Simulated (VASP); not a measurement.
Wanted: the native input for a VASP 6.6.1 run.

```yaml
Task: relaxation of cell and atoms
Functional: PBE
Potentials_or_basis: VASP PAW PBE potentials, release 64 (Cd)
Cutoff: 600 eV
k_mesh: 18 × 18 × 8
Occupations: methfessel-paxton, width 0.1 eV
Spin: no spin polarisation
Further_INCAR_settings: ALGO = Normal; EDIFF = 1e-07; IBRION = 2; EDIFFG = -0.005; NSW = 90; ISIF = 3
```

The structure of Cd lies in POSCAR:

```
Cd                                      
1.0
    3.0427786286     -0.0000000000      0.0000000000
   -1.5213893143      2.6351235905      0.0000000000
   -0.0000000000      0.0000000000      5.7152937373
  Cd            
     2
Direct
     0.3333333332999970    0.6666666667000030    0.2500000000000000
     0.6666666667000030    0.3333333332999970    0.7500000000000000
```

These files were run (other wordings do the same):

INCAR

```
PREC = Accurate
ENCUT = 600
EDIFF = 1E-7
ISMEAR = 1
SIGMA = 0.1
LREAL = False
LASPH = True
NELM = 80
ALGO = Normal
ISIF = 3
LWAVE = False
LCHARG = False
GGA = PE
IBRION = 2
NSW = 90
EDIFFG = -0.005
```

KPOINTS

```
regular mesh
0
Gamma
  18 18 8
```

Potentials or basis: VASP PAW PBE potentials, release 64 (Cd).

Run with:

```console
$ cat potpaw_PBE.64/Cd/POTCAR > POTCAR
$ mpirun -np 1 vasp_std > vasp.out
```

Results of the run:

The pressure after relaxing is 0.0 GPa. The band gap on the k mesh is none (metal or under the smearing width).

Caveat: the relaxation stopped at its first step, so nothing moved.

Run time: 52 s on 1 thread of Intel(R) Xeon(R) 6975P-C (Granite Rapids), on a shared host, peak memory 0.27 GiB.
